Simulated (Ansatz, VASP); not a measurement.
**One calculation of ZrC, two programs**

Contents of INCAR:

```
  PREC = Accurate
  ENCUT = 600
  EDIFF = 1E-6
  ISMEAR = 0
  SIGMA = 0.05
  LREAL = F
  LASPH = T
  NELM = 100
  ALGO = Normal
  ISIF = 3
  LWAVE = F
  LCHARG = F
  GGA = PE
  IBRION = 2
  NSW = 50
  EDIFFG = -0.01
```

Contents of KPOINTS:

```
regular mesh
0
Gamma
  12 12 12
```

File POSCAR:

```
ZrC
1.0
    3.2695327459      0.0000000000      0.0000000000
   -1.6347663730      2.8314984164      0.0000000000
    0.0000000000      0.0000000000      2.9397343697
Zr C
1 1
Direct
    0.0000000000      0.0000000000      0.0000000000
    0.6666666667      0.3333333333      0.5000000000
```

Input for Ansatz:

```yaml
crystal:
  lattice:
    - [3.2695327459, 0.0, 0.0]
    - [-1.634766373, 2.8314984164, 0.0]
    - [0.0, 0.0, 2.9397343697]
  atoms:
    - { symbol: Zr, position: [0.0, 0.0, 0.0] }
    - { symbol: C, position: [0.6666666667, 0.3333333333, 0.5] }
basis:
  ecutwfc: 420
  ecutrho_ratio: 4
kpoints:
  mp_grid: { grid: [12, 12, 12] }
hamiltonian:
  xc: pbe
scf:
  occupations: { method: gaussian, width: 0.05 }
output:
  forces: true
  stress: true
  eigenvalues: true
relax:
  f_tol: 0.01
  max_steps: 30
  cell: { stress_tol: 0.04 }
```

The cell comes from a database or a generator and needn't be the stable form of this composition.

Alike in both runs: task relaxation of cell and atoms; functional PBE; k mesh 12 × 12 × 12; occupations gaussian, width 0.05 eV; no spin polarisation.

|  | VASP | Ansatz |
| --- | --- | --- |
| version | VASP 6.6.1 | Ansatz 0.2.0 |
| potentials or method | VASP PAW PBE potentials, release 64 (Zr_sv, C) | scalar-relativistic, plane waves, PAW |
| plane-wave cutoff (eV) | 600 | 420 |
| valence electrons in the cell | 16 | 16 |

|  | VASP | Ansatz | Ansatz less VASP |
| --- | --- | --- | --- |
| gap on the k mesh at the Fermi level, each at its own relaxed structure (eV) | none | none | - |
| relaxed volume (Å³/atom) | 13.62 | 13.61 | -0.009 |
| relaxed cell length with the largest relative difference (Å) | 2.940 | 2.940 | -0.0007 |

A gap of «none» marks a metal or a gap that the smearing closes.
